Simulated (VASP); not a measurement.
Runs of VASP 6.6.1 on BAs. It takes space group F-43m (No. 216, cubic). The conventional cell has a = 4.777 Å, b = 4.777 Å, c = 4.777 Å, α = 90.00°, β = 90.00°, γ = 90.00°. B (site symmetry -43m) is surrounded by 4 As at 2.07 Å. Around As (site symmetry -43m) lie 4 B at 2.07 Å. 

```csv
task,level,potentials or basis,spin,cell,k mesh,cutoff (eV),gap on the mesh (eV),pressure (GPa)
band structure,r2SCAN,"VASP PAW PBE potentials, release 64 (B, As)",off,as given,10 × 10 × 10,520,1.37,(b)
band structure,TB-mBJ,"VASP PAW PBE potentials, release 64 (B, As)",off,as given,10 × 10 × 10,520,(a),-
band structure,LDA,"VASP PAW LDA potentials, release 64 (B, As)",off,as given,10 × 10 × 10,520,1.12,-3.1
relaxation of cell and atoms,PBEsol,"VASP PAW PBE potentials, release 64 (B, As)",off,relaxed,10 × 10 × 10,600,1.08,0.1
```

Alike in all rows: smearing gaussian 0.03 eV.

Task: Fill in the values left out.

Result: (a) 1.75; (b) 0.7.

Caveats: the PAW data sets were made with another functional, which shifts forces and pressure a little (some runs); the relaxation stopped at its first step, so nothing moved (some runs).

A k mesh can miss the band edges, and the runs leave out spin-orbit coupling on As.

Runs at the PBE level aren't shown here.
